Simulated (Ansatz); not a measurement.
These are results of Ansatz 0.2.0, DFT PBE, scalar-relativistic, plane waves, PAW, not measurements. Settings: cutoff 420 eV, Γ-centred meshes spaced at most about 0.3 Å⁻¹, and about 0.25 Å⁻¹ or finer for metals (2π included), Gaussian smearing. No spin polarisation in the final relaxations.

These are static total energies at zero pressure.

Two relaxed structures of ZnSe5:

A.

```cif
data_structure
_symmetry_space_group_name_H-M 'P6/mmm'
_symmetry_Int_Tables_number 191
_cell_length_a 4.6855
_cell_length_b 4.6855
_cell_length_c 6.6939
_cell_angle_alpha 90.000
_cell_angle_beta 90.000
_cell_angle_gamma 120.000
_cell_volume 127.27
loop_
_atom_site_label
_atom_site_type_symbol
_atom_site_symmetry_multiplicity
_atom_site_Wyckoff_symbol
_atom_site_fract_x
_atom_site_fract_y
_atom_site_fract_z
_atom_site_occupancy
Zn1 Zn 1 a 0.00000 0.00000 0.00000 1
Se1 Se 4 h 0.33333 0.66667 0.76741 1
Se2 Se 1 b 0.00000 0.00000 0.50000 1
```

B.

```cif
data_structure
_symmetry_space_group_name_H-M 'P-62m'
_symmetry_Int_Tables_number 189
_cell_length_a 6.4001
_cell_length_b 6.4001
_cell_length_c 3.6654
_cell_angle_alpha 90.000
_cell_angle_beta 90.000
_cell_angle_gamma 120.000
_cell_volume 130.03
loop_
_atom_site_label
_atom_site_type_symbol
_atom_site_symmetry_multiplicity
_atom_site_Wyckoff_symbol
_atom_site_fract_x
_atom_site_fract_y
_atom_site_fract_z
_atom_site_occupancy
Zn1 Zn 1 b 0.00000 0.00000 0.50000 1
Se1 Se 3 f 0.68109 0.00000 0.00000 1
Se2 Se 2 d 0.66667 0.33333 0.50000 1
```

Question: Which is lower in energy, and by how much?

Answer: B is lower, by 265 meV/atom. A has space group P6/mmm (No. 191), 21.2 Å³/atom and no gap on its mesh; B has space group P-62m (No. 189), 21.7 Å³/atom and no gap. Counting Se atoms around Zn (those within 1.25 times the shortest such distance or 1.15 times the sum of covalent radii; the shortest distance is added where it is long for a bond), A has Zn 14 from 3.1 Å and B has Zn 6. Even the lower one lies +0.24 eV/atom against the reference forms of the elements (uncorrected), so neither is stable at this level. Both come from invented guesses.

Cells relaxed within their symmetry can be saddle points.

B's advantage probably comes mainly from Zn–Se bonding. Its Zn sits in a trigonal prism of 6 Se at much shorter distances than the 14 loose contacts in A, where Zn lies between flat honeycomb layers of Se. A has the shorter Se–Se contacts, yet it is still higher in energy.

In neither cell does Se form the normal two-centre bonds of its chains and rings: every Se–Se contact is stretched well beyond a single bond. The missing gap therefore probably reflects the geometry rather than the composition, since Zn²⁺ with a Se₅²⁻ chain would be a closed-shell polyselenide. Equal spacings imposed by symmetry leave the Se p bands partly filled, and a distortion into short and long contacts would be the natural way to lower the energy.

The ordering thus holds for these two cells only and says little about the best structure for ZnSe5. Because zinc blende ZnSe forms exothermically from the elements, both cells lie even further above a mixture of ZnSe and Se than above the elements.
